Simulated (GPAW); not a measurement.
Crystal: Fe.

```
Fe
1.0
     0.00000    1.94174    1.96511
     1.49844    0.00000    1.96511
     1.49844    1.94174    0.00000
Fe
1
Direct
  0.00000 0.00000 0.00000
```

Base run:

| Property | Result |
| --- | --- |
| Program | GPAW 26.7.0 |
| Functional | PBEsol |
| Potentials or basis | PAW data sets generated in the run's folder for this functional |
| Cutoff | 600 eV |
| Basis | pw |
| k mesh | 11 × 11 × 11 |
| Occupations | fermi-dirac, width 0.05 eV |
| Spin | collinear spin, ferromagnetic start |
| Starting moments | [3.0] μB |
| Hubbard terms | Fe d U = 3 eV |

Its results: pressure 14.5 GPa; net moment 2.82 μB per cell; site moments Fe +2.95 μB.

Question: The run is repeated on the same cell with these changes: hubbard terms from Fe d U = 3 eV to Fe d U = 2 eV. What comes out?

Answer: Pressure 7.0 GPa; net moment 2.65 μB per cell; site moments Fe +2.76 μB.

Caveats: the U is typed as a test and isn't derived for this compound.

Not every run made on this cell is shown here.
